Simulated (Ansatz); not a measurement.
Data:

CsPbI$_{3}$ (cubic perovskite, Pm-3m), a = 6.132 Å, b = 6.132 Å, c = 6.132 Å, α = 90.00°, β = 90.00°, γ = 90.00°.

This is the LDA-relaxed structure.

All from LDA (plane waves, PAW; program Ansatz), unless another level is named. Estimate the bulk modulus (Birch–Murnaghan fit).

20.4 GPa.

And the highest zone-centre frequency (without LO–TO term)?

103 cm⁻¹.

This is a known high-temperature phase of the composition, computed here at zero pressure and temperature. The cell was relaxed with LDA under the symmetry of its start; of distortions, only those at the zone centre were tested, and some modes there are weakly imaginary. Spin–orbit coupling is left out wherever it is not named.

Potentials: the later of the program's two PAW sets.
